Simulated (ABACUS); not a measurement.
# ZrB2 (P6/mmm) in ABACUS: a series of runs, part 2 of 2

ABACUS 3.10.1. The steps go on from the part before.

**4. Relaxation of cell and atoms, BP86**

File run_abacus.py:

```python
"""Relaxation by an ASE optimiser with ABACUS as a small file-based calculator."""
import re
import subprocess
import numpy as np
from ase.calculators.calculator import Calculator, all_changes
from ase.filters import FrechetCellFilter
from ase.io import read
from ase.optimize import BFGS
from ase.stress import full_3x3_to_voigt_6_stress
from ase.units import Bohr, GPa

atoms = read("ZrB2.cif")
atoms = atoms[(-atoms.numbers).argsort(kind="stable")]  # ABACUS lists atoms element by element
pseudo = {'Zr': 'zr_pbe_v1.uspp.F.UPF', 'B': 'b_pbe_v1.4.uspp.F.UPF'}
orbital = {}
magmoms = None
kmesh = [8, 8, 6]
params = {
    'suffix': 'ZrB2',
    'calculation': 'scf',
    'basis_type': 'pw',
    'pseudo_dir': './',
    'symmetry': 1,
    'dft_functional': 'GGA_X_B88+GGA_C_P86',
    'ecutwfc': 40,
    'pseudo_rcut': 10,
    'nspin': 1,
    'nbands': 13,
    'ks_solver': 'dav',
    'smearing_method': 'fd',
    'smearing_sigma': 0.00367493,
    'scf_thr': 1e-08,
    'scf_nmax': 100,
    'mixing_type': 'broyden',
    'mixing_beta': 0.7,
    'cal_force': 1,
    'cal_stress': 1,
    'ecutrho': 320,
    'kpar': 4,
}

def write_input(atoms):
    symbols = atoms.get_chemical_symbols()
    elements = list(dict.fromkeys(symbols))
    lines = ["ATOMIC_SPECIES"] + [f"{e} {atoms.get_masses()[symbols.index(e)]:.4f} {pseudo[e]}" for e in elements]
    if orbital:
        lines += ["", "NUMERICAL_ORBITAL"] + [orbital[e] for e in elements]
    lines += ["", "LATTICE_CONSTANT", f"{1 / Bohr:.10f}", "", "LATTICE_VECTORS"]
    lines += [" ".join(f"{x:.10f}" for x in v) for v in atoms.cell]
    lines += ["", "ATOMIC_POSITIONS", "Direct"]
    for e in elements:
        lines += ["", e, "0.0", str(symbols.count(e))]
        for i, p in enumerate(atoms.get_scaled_positions(wrap=False)):
            if symbols[i] == e:
                mag = "" if magmoms is None else " mag " + " ".join(str(x) for x in (magmoms[i] if isinstance(magmoms[i], list) else [magmoms[i]]))
                lines.append(" ".join(f"{x:.10f}" for x in p) + " 1 1 1" + mag)
    open("STRU", "w").write("\n".join(lines) + "\n")
    open("KPT", "w").write("K_POINTS\n0\nGamma\n%d %d %d 0 0 0\n" % tuple(kmesh))
    open("INPUT", "w").write("INPUT_PARAMETERS\n" + "".join(f"{k:<20s}{v}\n" for k, v in params.items()))

class Abacus(Calculator):
    implemented_properties = ["energy", "free_energy", "forces", "stress"]

    def calculate(self, atoms=None, properties=("energy",), system_changes=all_changes):
        super().calculate(atoms, properties, system_changes)
        write_input(self.atoms)
        subprocess.run(['mpirun', '-np', '4', 'abacus'], check=True)
        log = open("OUT.ZrB2/running_scf.log").read()
        if "charge density convergence is achieved" not in log:
            raise RuntimeError("SCF not converged")
        rows = lambda title, n: np.array([l.split()[-3:] for l in log.split(title)[-1].split("\n")[2:2 + n]], float)
        energy = float(re.findall(r"FINAL_ETOT_IS (\S+)", log)[-1])
        stress = -rows("TOTAL-STRESS", 3) / 10 * GPa  # ABACUS prints kbar, compression positive
        self.results = dict(energy=energy, free_energy=energy, forces=rows("TOTAL-FORCE", len(self.atoms)), stress=full_3x3_to_voigt_6_stress(stress))

atoms.calc = Abacus()
opt = BFGS(FrechetCellFilter(atoms), logfile="opt.log", trajectory="relax.traj")
print("optimiser converged:", opt.run(fmax=0.02, steps=60))
```

File ZrB2.cif:

```cif
data_ZrB2
_cell_length_a 3.17000000
_cell_length_b 3.17000000
_cell_length_c 3.53300000
_cell_angle_alpha 90.00000000
_cell_angle_beta 90.00000000
_cell_angle_gamma 120.00000000
_space_group_name_H-M_alt 'P1'
_space_group_name_Hall 'P 1'
_space_group_IT_number 1
loop_
_space_group_symop_operation_xyz
'x,y,z'
loop_
_atom_site_label
_atom_site_type_symbol
_atom_site_symmetry_multiplicity
_atom_site_Wyckoff_symbol
_atom_site_fract_x
_atom_site_fract_y
_atom_site_fract_z
_atom_site_occupancy
Zr1 Zr 1 a 0.0000000000 0.0000000000 0.0000000000 1
B1 B 1 a 0.6666666667 0.3333333333 0.5000000000 1
B2 B 1 a 0.3333333333 0.6666666667 0.5000000000 1
```

Potentials or basis: GBRV ultrasoft 1.5 PBE, plane waves.

On the command line:

```sh
$ OMP_NUM_THREADS=1 python run_abacus.py > log
```

running log:

```text
ABACUS v3.10.1

               Atomic-orbital Based Ab-initio Computation at UStc

 ------------------------------------------------------------------------------------

 READING GENERAL INFORMATION
                           global_out_dir = OUT.ZrB2/
                           global_in_card = INPUT
                               pseudo_dir = ./
                              orbital_dir =
                                    DSIZE = 4
                                    GSIZE = 1

 READING UNITCELL INFORMATION
                                    ntype = 2
                  lattice constant (Bohr) = 1.88973
              lattice constant (Angstrom) = 1

 READING ATOM TYPE 1
                               atom label = Zr
                      L=0, number of zeta = 1
                      L=1, number of zeta = 1
                      L=2, number of zeta = 1
             number of atom for this type = 1

 READING ATOM TYPE 2
                               atom label = B
                      L=0, number of zeta = 1
                      L=1, number of zeta = 1
                      L=2, number of zeta = 1
             number of atom for this type = 2

                        TOTAL ATOM NUMBER = 3
DIRECT COORDINATES
    atom                   x                   y                   z     mag                  vx                  vy                  vz
taud_Zr1            0.0000000000        0.0000000000        0.0000000000  0.0000        0.0000000000        0.0000000000        0.0000000000
taud_B1            0.6666666667        0.3333333333        0.5000000000  0.0000        0.0000000000        0.0000000000        0.0000000000
taud_B2            0.3333333333        0.6666666667        0.5000000000  0.0000        0.0000000000        0.0000000000        0.0000000000

                          Volume (Bohr^3) = 208.937
                             Volume (A^3) = 30.9612

 Lattice vectors: (Cartesian coordinate: in unit of a_0)
             +3.16919                  +0                  +0
             -1.58459             +2.7446                  -0
                   -0                  +0            +3.55953
 Reciprocal vectors: (Cartesian coordinate: in unit of 2 pi/a_0)
            +0.315538           +0.182176                  +0
                   -0           +0.364352                  -0
                   -0                  -0           +0.280936
 The esolver type has been set to : ksdft_pw

[... 330 lines left out ...]
 Density error is 5.55984926463e-10
                          Error Threshold = 4.22129615139e-10
----------------------------------------------------------
     Energy           Rydberg                 eV
----------------------------------------------------------
 E_KohnSham     -112.3091949940      -1528.0449897120
 E_KS(sigma->0) -112.3090912347      -1528.0435779938
 E_Harris       -112.3091243884      -1528.0440290737
 E_band         -1.9413643150        -26.4136165776
 E_one_elec     -4.2557375092        -57.9022793177
 E_Hartree      12.3825078380        168.4726621265
 E_xc           -24.0749480032       -327.5564718969
 E_Ewald        -96.3608098010       -1311.0560771876
 E_entropy(-TS) -0.0002075187        -0.0028234363
 E_descf        0.0000000000         0.0000000000
 E_exx          0.0000000000         0.0000000000
 E_Fermi        1.1675475946         15.8852999734
----------------------------------------------------------

 charge density convergence is achieved
 final etot is -1528.0449897 eV
 EFERMI = 15.885299973 eV

 STATE ENERGY(eV) AND OCCUPATIONS    NSPIN == 1
 1/10 kpoint (Cartesian) = 0.0000 0.0000 0.0000 (865 pws)
       1       -32.9483     0.00520833
       2       -11.1502     0.00520833
       3       -10.5900     0.00520833
       4       -10.5900     0.00520833
       5        3.07367     0.00520833
       6        13.1565     0.00520833
       7        13.1565     0.00520833
       8        13.1903     0.00520833
       9        13.3425     0.00520833
      10        19.0738    1.05098e-30
      11        19.0738    1.05098e-30
      12        19.7596    1.16142e-36
      13        19.7596    1.16142e-36
[... 61 lines left out ...]
 6/10 kpoint (Cartesian) = -0.039442 0.068316 0.0000 (880 pws)
       1       -32.9027      0.0312500
       2       -11.0827      0.0312500
       3       -10.9579      0.0312500
       4       -10.6919      0.0312500
       5        3.95846      0.0312500
       6        11.2400      0.0312500
       7        12.6204      0.0312500
       8        12.6686      0.0312500
       9        14.0688      0.0312500
      10        17.6726    9.34406e-18
      11        18.0513    4.80076e-21
      12        19.1026    3.54488e-30
      13        20.4373    9.05203e-42

[... levels at 4 further k points ...]

------------------------------------------------------------------------------------------
 TOTAL-FORCE (eV/Angstrom)
------------------------------------------------------------------------------------------
                       Zr1         0.0000000000         0.0000000000         0.0000000000
                        B1         0.0000000000         0.0000000000         0.0000000000
                        B2         0.0000000000         0.0000000000         0.0000000000
------------------------------------------------------------------------------------------

----------------------------------------------------------------
 TOTAL-STRESS (KBAR)
----------------------------------------------------------------
        -0.8233337999        -0.0000000000         0.0000000000
        -0.0000000000        -0.8233337999        -0.0000000000
        -0.0000000000        -0.0000000000        -0.7761922982
----------------------------------------------------------------
 TOTAL-PRESSURE: -0.807620 KBAR

 --------------------------------------------
 !FINAL_ETOT_IS -1528.0449897119592606 eV
 --------------------------------------------
```

Run time: 29 s. Hardware: 4 MPI ranks of Intel Xeon 6975P-C (Granite Rapids), shared host; peak memory 0.52 GiB.

What came out:

| Quantity | Value |
| --- | --- |
| Free energy | -1528.0450 eV |
| Relaxed volume | 10.32 Å³/atom |
| Relaxed cell | a = 3.169 Å, b = 3.169 Å, c = 3.560 Å, α = 90.00°, β = 90.00°, γ = 120.00° |
| Space group after relaxing (to 0.05 Å) | P6/mmm (No. 191) |
| Energy gained by relaxing | 0.7 meV/atom |
| Ionic steps | 5 |
| Pressure after relaxing | -0.1 GPa |
| Band gap on the k mesh | none (metal or under the smearing width) |

The path:
```
step  energy change (eV)  largest force (eV/Å)  pressure (GPa)  volume (Å³)
   1              0.0000                0.0000            1.48        30.75
   2             -0.0006                0.0000            1.16        30.79
   3             -0.0019                0.0000           -0.34        30.99
   4             -0.0020                0.0000           -0.34        30.99
   5             -0.0022                0.0000           -0.08        30.96
```

Final structure:
```
CELL_PARAMETERS angstrom
3.16919 0.00000 0.00000
-1.58459 2.74459 0.00000
0.00000 0.00000 3.55953
ATOMIC_POSITIONS crystal
Zr 0.00000 0.00000 0.00000
B 0.66667 0.33333 0.50000
B 0.33333 0.66667 0.50000
```

Levels at points of the mesh, in eV from the Fermi level:
| k point | band 7 | band 8 | band 9 | band 10 | band 11 |
| --- | --- | --- | --- | --- | --- |
| (0.00, 0.00, 0.00) | -2.73 | -2.70 | -2.54 | 3.19 | 3.19 |
| (0.50, 0.50, 0.00) | -4.06 | -3.19 | -2.77 | 2.05 | 2.11 |
| (0.00, 0.00, 0.50) | 0.25 | 0.25 | 0.61 | 0.61 | 1.51 |
| (0.50, 0.50, 0.50) | -4.70 | -4.22 | -2.11 | 3.43 | 5.07 |

Caveat: there are fewer bands than atomic start orbitals, so a level may be missed at k points of high symmetry; the potentials were made for another functional, which shifts forces and pressure. Zero-point motion and thermal expansion aren't in these numbers.

**5. The runs side by side**

```tsv
task	level	potentials or basis	cell	cutoff (eV)	radial cutoff of the potentials (pseudo_rcut)	optimiser	force threshold	max steps	cell moves	gap on the mesh (eV)	pressure (GPa)
single point	HLE16	PseudoDojo NC SR 0.5 PBE standard, plane waves	as given	1034	7 bohr	-	-	-	-	none	-50.3
single point	BP86	GBRV ultrasoft 1.5 PBE, plane waves	as given	544	10 bohr	-	-	-	-	none	1.4
relaxation of cell and atoms	BP86	GBRV ultrasoft 1.5 PBE, plane waves	relaxed	544	10 bohr	ASE BFGS	0.02 eV/Å	60	yes	none	-0.1
```

Alike in all rows: no spin polarisation; k mesh 8 × 8 × 6; smearing fermi-dirac 0.05 eV.

Caveats: the potentials were made for another functional, which shifts forces and pressure; the cell as given lies far from equilibrium (some runs); the potentials were made for a functional far from this one (some runs); so large a pressure means that the cell lies far from this level's equilibrium, or that cutoff or potentials fall short (some runs); there are fewer bands than atomic start orbitals, so a level may be missed at k points of high symmetry (some runs).

Absolute energies hang on the potentials; compare differences alone.
